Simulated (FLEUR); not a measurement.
PtS2:

```
Pt S
1.0
     3.54320    0.00000    0.00000
    -1.77160    3.06850    0.00000
     0.00000    0.00000    5.03880
Pt S
1 2
Direct
  0.00000 0.00000 0.00000
  0.66667 0.33333 0.77300
  0.33333 0.66667 0.22700
```

Base run:

- Program: FLEUR MaX-R8.1 (later development tree)
- Functional: LDA
- Potentials or basis: all-electron
- Basis: FLAPW
- Kmax: 5.9 1/bohr
- k mesh: 9 × 9 × 5
- Occupations: fermi-dirac, width 0.05 eV
- Spin: no spin polarisation

Its results: band gap on the k mesh 0.90 eV, indirect (least direct gap 0.96 eV).

Problem. The run is repeated on the same cell with these changes: functional from LDA to PBE. What comes out?

Solution. Band gap on the k mesh 1.02 eV, indirect (least direct gap 1.07 eV).

Caveats: core charge leaks out of the spheres, which shifts energies; spin-orbit coupling is left out, which moves the levels of the heavy elements.

Not every run made on this cell is shown here.
